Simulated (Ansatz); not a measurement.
**Pressure against volume in Ga**

The cell was found from a structure generator's guess, not taken from experiment.

Level of theory: Ansatz, DFT PBE, scalar-relativistic, plane waves, PAW. Plane waves to 420 eV, a 20×20×12 mesh through Γ for the 2-atom cell and 0.10 eV Gaussian smearing; no spin polarisation.

```yaml
crystal:
  lattice:
    - [1.74176, -2.19808, 0.00000]
    - [1.74176, 2.19808, 0.00000]
    - [-1.60412, 0.00000, 5.02531]
  atoms:
    - { symbol: Ga, position: [0.87089, 0.12911, 0.75000] }
    - { symbol: Ga, position: [0.12911, 0.87089, 0.25000] }
```

The cell was set to several volumes, with shape and atoms relaxed at each where symmetry leaves them free. Pressure is positive in compression, and energies count from the lowest row. No row has a gap on its mesh.

| row | V (Å³/atom) | P (GPa) | ΔE (meV/atom) |
| --- | --- | --- | --- |
| 1 | 16.931 | 8.46 | 53.5 |
| 2 | 17.508 | ? | ? |
| 3 | 18.085 | 3.45 | 11.7 |
| 4 | 18.662 | 1.58 | 2.8 |
| 5 | 19.240 | 0.01 | 0.0 |
| 6 | 19.817 | -1.32 | 2.5 |
| 7 | 20.394 | -2.43 | 9.3 |
| 8 | 21.164 | -3.62 | 24.0 |

Problem. Find B = −V·ΔP/ΔV from rows 4 and 6 and from rows 1 and 3, and from the two its slope B′ and its value B0 at zero pressure.

Solution. Rows 4 and 6 give −(18.662 + 19.817)/2 × (-1.32 − (1.58))/(19.817 − 18.662) = 48.3 GPa at a mean pressure of 0.13 GPa. Rows 1 and 3 give −(16.931 + 18.085)/2 × (3.45 − (8.46))/(18.085 − 16.931) = 76.0 GPa at a mean pressure of 5.96 GPa. So B′ = (76.0 − 48.3)/(5.96 − (0.13)) = 4.75 and B0 = 48.3 − 4.75 × (0.13) = 47.7 GPa. A third-order Birch–Murnaghan fit to all the energies gives B0 = 48.1 GPa and B′ = 4.9.

Problem. Estimate the pressure and energy of row 2.

Solution. From row 5, V0 = 19.240 × (1 + (0.01)/47.7) = 19.244 Å³/atom. Murnaghan's form P = (B0/B′)·[(V0/V)^B′ − 1] gives (47.7/4.75) × [(19.244/17.508)^4.75 − 1] = 5.69 GPa; the computed pressure is 5.72 GPa, so the estimate is off by -0.03 GPa. The work of compression from row 3, with the mean of the two pressures, gives ΔE = 11.7 + (5.69 + 3.45)/2 × (18.085 − 17.508)/160.2 × 1000 = 28.2 meV/atom (1 eV/Å³ = 160.2 GPa); the computed value is 28.1 meV/atom.

All volumes keep the k mesh of the relaxed cell. This cell was reached by moving the atoms of another relaxed cell at random and relaxing again, last within the group found; it had no such test of its own.
